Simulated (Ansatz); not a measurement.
## Two-dimensional strain map in CdS

Level of theory: DFT PBE, scalar-relativistic, plane waves, PAW (Ansatz 0.2.0). Settings: plane waves to 420 eV, k-mesh 8×8×8 (Γ-centred), Gaussian smearing 0.05 eV. No spin polarisation. Energies are free energies at this smearing, counted from the undisturbed cell; pressure is positive in compression.

Zero of the scan (as given, not relaxed at this level; it stands at 3.3 GPa; this zinc-blende form isn't the usual structure):

```
Cd S
1.0
     0.00000    2.91000    2.91000
     2.91000    0.00000    2.91000
     2.91000    2.91000    0.00000
Cd S
1 1
Direct
  0.00000 0.00000 0.00000
  0.75000 0.75000 0.75000
```

The cell is strained by p along both x and y and by q along z, fractional coordinates fixed. Points are written (p, q).

Energy above the undisturbed cell in meV/atom (a dash: not computed):

```csv
p \ q,-0.080,-0.040,0.000,0.040,0.080
-0.080,511.4,360.0,243.8,160.0,105.8
-0.040,239.1,144.9,77.7,35.6,16.5
0.000,81.3,30.2,0.0,-10.8,-3.8
0.040,12.4,-6.6,-9.4,2.9,29.1
0.080,11.7,16.4,33.7,62.6,102.5
```

Pressure in GPa:

| p \ q | -0.080 | -0.040 | 0.000 | 0.040 | 0.080 |
| --- | --- | --- | --- | --- | --- |
| -0.080 | 32.6 | 25.4 | 19.2 | 14.0 | 9.7 |
| -0.040 | 19.3 | 14.2 | 9.9 | 6.2 | 3.2 |
| 0.000 | 9.8 | 6.3 | 3.3 | 0.8 | -1.3 |
| 0.040 | 3.2 | 0.8 | -1.2 | -2.9 | -4.3 |
| 0.080 | -1.4 | -3.0 | -4.3 | -5.4 | -6.3 |

Gap on the k-mesh in eV:

```
 p \ q  -0.080  -0.040  0.000  0.040  0.080
-0.080    1.61    1.50   1.37   1.23   1.07
-0.040    1.39    1.40   1.28   1.14   0.99
 0.000    1.18    1.17   1.16   1.03   0.89
 0.040    0.96    0.94   0.92   0.90   0.77
 0.080    0.74    0.71   0.68   0.66   0.64
```